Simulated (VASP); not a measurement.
# KI: kinetic-energy density

KI, Fm-3m (no. 225), 2 atoms in the cell. PBE; PAW potentials I, K_sv (PBE set).

## Input

INCAR:
```
  ALGO = Normal
  EDIFF = 1E-7
  ENCUT = 520
  ISIF = 2
  ISMEAR = 0
  LASPH = T
  LCHARG = T
  LREAL = F
  LTAU = T
  LWAVE = F
  NELM = 100
  PREC = Accurate
  SIGMA = 0.02
```

KPOINTS:
```
k-points
0
Gamma
  6 6 6
```

POSCAR:
```
KI
1.0
    0.0000000000      3.5327750000      3.5327750000
    3.5327750000      0.0000000000      3.5327750000
    3.5327750000      3.5327750000      0.0000000000
I K
1 1
Direct
    0.5000000000      0.5000000000      0.5000000000
    0.0000000000      0.0000000000      0.0000000000
```

Commands:
```
cat potpaw_PBE.64/I/POTCAR potpaw_PBE.64/K_sv/POTCAR > POTCAR
mpirun -np 1 vasp_std > vasp.out
```

## Result

- Kinetic energy of the pseudo orbitals (eV): 290.86

VASP 6.6.1 took 18 s on 1 core (Intel Xeon Platinum 8488C (Sapphire Rapids)), a shared host.
